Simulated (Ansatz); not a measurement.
TaN, DFT, PBE, all-electron PAW with datasets made for the crystal, scalar-relativistic (Ansatz 0.2.0), run on 1 thread of Intel(R) Xeon(R) 6975P-C (Granite Rapids) on a shared host.

The cell comes from COD entry 1523630, which wasn't checked; take it as a given geometry. The listed cell was then made from it by scaling, straining or moving an atom.

Command: `ansatz run input.yaml --threads 1 --pin off --max-ram 4096MiB --backend cpu --events-out ev --progress --plain --runs-dir out`

```yaml
crystal:
  lattice:
    - [3.0480019786, 0.0, 0.0]
    - [-1.5240009893, 2.6396471442, 0.0]
    - [0.0, 0.0, 4.86882]
  atoms:
    - { symbol: Ta, position: [0.0, 0.0, 0.0] }
    - { symbol: Ta, position: [0.0, 0.0, 0.5] }
    - { symbol: "N", position: [0.3333333333, 0.6666666667, 0.25] }
    - { symbol: "N", position: [0.6666666667, 0.3333333333, 0.75] }
kpoints:
  mp_grid: { grid: [9, 9, 5] }
scf:
  occupations: { method: fermi_dirac, width: 0.01 }
hamiltonian:
  xc: pbe
  pseudopotentials: { kind: all_electron, datasets: crystal }
output:
  forces: true
  stress: true
  eigenvalues: true
  efg: { contact_densities: true }
```

(1) How large is the problem that the program sets up?

(2) Estimate the wall time and the peak memory.

Answers

(1) 36 irreducible k-points, 989 plane waves at Γ, 43 bands.

(2) 14 s of wall time for 9 SCF iterations, with a peak of 0.75 GiB. Times on shared machines scatter by tens of per cent.
